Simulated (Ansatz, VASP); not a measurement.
SiC: VASP beside Ansatz

```xyz
4
Lattice="3.1375 0.0000 0.0000 -1.5688 2.7172 0.0000 0.0000 0.0000 5.0480" Properties=species:S:1:pos:R:3 pbc="T T T"
Si    0.0000    1.8114    0.0000
Si    1.5688    0.9057    2.5240
C     0.0000    1.8114    1.9435
C     1.5688    0.9057    4.4675
```

Change from the starting cell: equal xx and yy strain of +2 %.

Alike in both runs: task single point; functional PBEsol; k mesh 15 × 15 × 8; occupations fermi-dirac, width 0.08 eV; no spin polarisation.

|  | VASP | Ansatz |
| --- | --- | --- |
| version | VASP 6.6.1 | Ansatz 0.2.0 |
| potentials or method | VASP PAW PBE potentials, release 64 (Si, C), cutoff 520 eV | all-electron LAPW, scalar-relativistic |

```tsv
	VASP	Ansatz	Ansatz less VASP
pressure (GPa)	-7.9	-8.3	-0.34
largest component of the traceless stress (GPa)	3.92	3.93	+0.006
rms of the force components (eV/Å)	0.326	0.325	-0.0011
```

Atom by atom the forces differ by 0.001 eV/Å (rms over components). Ansatz ran all-electron here, so the differences hold the error of VASP's frozen core and of both bases.

Caveats: the PAW data sets were made with another functional, which shifts forces and pressure a little (VASP). A k mesh can miss the band edges.
